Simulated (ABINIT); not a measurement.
Wanted: the native input for an ABINIT 10.8.3 (patched build) run.

```
Task                        : relaxation of cell and atoms
Functional                  : PBE
Dispersion                  : D3
Potentials or basis         : JTH PAW PBE v2.0
Cutoff                      : 408 eV
k mesh                      : 12 × 12 × 11
Occupations                 : fermi-dirac, width 0.05 eV
Spin                        : no spin polarisation
Cell freedom (optcell)      : 2
Cutoff smearing ecutsm (Ha) : 0.5
Optimiser (ionmov)          : 22
Force stop (Ha/bohr)        : 0.0002
Fine-grid cutoff            : 816.342 eV
```

The system is Si.

```xyz
1
Lattice="2.6205 0.0000 0.0000 -1.3103 2.2695 0.0000 0.0000 0.0000 2.4664" Properties=species:S:1:pos:R:3 pbc="T T T"
Si    0.0000    0.0000    0.0000
```

This isn't the form of Si at room conditions, which is diamond.

The input as run:

run.abi

```
pp_dirpath "./"
pseudos "Si.GGA_PBE-JTH.xml"

acell 4.952108218 4.9521082181 4.6607343234
rprim
     1.0000000000     0.0000000000     0.0000000000
    -0.5000000000     0.8660254038     0.0000000000
     0.0000000000     0.0000000000     1.0000000000
ntypat 1
znucl 14
natom 1
typat 1
xcart
     0.0000000000     0.0000000000     0.0000000000 Angstrom
chkprim 0
chksymtnons 0
tolsym 1.0e-6

ecut 15.0
pawecutdg 30.0
pawxcdev 0

kptopt 1
ngkpt 12 12 11
nshiftk 1
shiftk 0.0 0.0 0.0

ixc 11
vdw_xc 6

nband 6
occopt 3
tsmear 0.00183747

nstep 100
tolvrs 1.0e-9

iomode 3
prtwf 0
prtden 0
prteig 0
prtebands 0
enunit 1

ionmov 22
ntime 60
tolmxf 0.0002
optcell 2
dilatmx 1.08
ecutsm 0.5
```

Potentials or basis: JTH PAW PBE v2.0.

Run with:

```console
$ abinit run.abi > log 2>&1
```

It gave:

* Relaxed volume: 14.77 Å³/atom
* Relaxed cell: a = 2.616 Å, b = 2.616 Å, c = 2.493 Å, α = 90.00°, β = 90.00°, γ = 120.00°
* Space group after relaxing (to 0.05 Å): P6/mmm (No. 191)
* Energy gained by relaxing: 2.0 meV/atom
* Ionic steps: 4
* Pressure after relaxing: 0.0 GPa
* Band gap on the k mesh: none (metal or under the smearing width)
* Valence electrons inside the program's atomic spheres: Si 1.52 (radii [1.0104] Å)

Caveat: pairwise dispersion overbinds metals, which lowers pressure and volume.

Wall time 13 s on 1 thread of Arm Neoverse V2, on a shared host, peak memory 0.09 GiB.
